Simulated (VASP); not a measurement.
Write the native input for VASP 6.6.1 that does the following.

```yaml
Task: relaxation of cell and atoms
Functional: rev-vdW-DF2
Potentials_or_basis: VASP PAW PBE potentials, release 64 (W_sv, S)
Cutoff: 600 eV
k_mesh: 12 × 12 × 3
Occupations: gaussian, width 0.03 eV
Spin: no spin polarisation
Further_INCAR_settings: ALGO = Normal; EDIFF = 1e-07; IBRION = 2; EDIFFG = -0.005; NSW = 90; ISIF = 3
```

The structure of WS2 (Tungstenite) lies in POSCAR:

```
WS2                                     
1.0
    3.1701097545      0.0000000000      0.0000000000
   -1.5850548772      2.7453955801     -0.0000000000
   -0.0000000000      0.0000000000     12.4181420655
  W               S             
     2     4
Direct
     0.3333333332999970    0.6666666667000030    0.2500000000000000
     0.6666666667000030    0.3333333332999970    0.7500000000000000
     0.3333333332999970    0.6666666667000030    0.6229213783671693
     0.6666666667000030    0.3333333332999970    0.1229213783671695
     0.3333333332999970    0.6666666667000030    0.8770786216328307
     0.6666666667000030    0.3333333332999970    0.3770786216328306
```

The input as run:

INCAR

```
SYSTEM = WS2
PREC = Accurate ; ENCUT = 600
EDIFF = 1E-7 ; ISMEAR = 0
SIGMA = 0.03 ; LREAL = .False.
LASPH = .True. ; NELM = 80
ALGO = Normal ; ISIF = 3
LWAVE = .False. ; LCHARG = .False.
GGA = MK ; LUSE_VDW = .True.
AGGAC = 0.0 ; PARAM1 = 0.1234
PARAM2 = 0.711357 ; ZAB_VDW = -1.8867
IBRION = 2 ; NSW = 90
EDIFFG = -0.005 ; KPAR = 2
```

KPOINTS

```
Automatic mesh
0
Gamma
  12 12 3
  0 0 0
```

Potentials or basis: VASP PAW PBE potentials, release 64 (W_sv, S).

Run with:

```sh
$ cat potpaw_PBE.64/W_sv/POTCAR potpaw_PBE.64/S/POTCAR > POTCAR
$ mpirun -np 2 vasp_std > vasp.out
```

Results of the run:

The energy gained by relaxing is 0.0 meV/atom, the ionic steps are 3 and the pressure after relaxing is 0.0 GPa. The band gap on the k mesh is 0.98 eV, indirect (least direct gap 1.80 eV).

Caveat: the PAW data sets were made with another functional, which shifts forces and pressure a little; spin-orbit coupling is left out, which moves the levels of the heavy elements; an odd mesh through Γ misses points on the zone boundary, where band edges often lie.

Run time: 5 min on 2 MPI ranks on Intel(R) Xeon(R) 6975P-C (Granite Rapids), on a shared host, peak memory 0.74 GiB a rank.
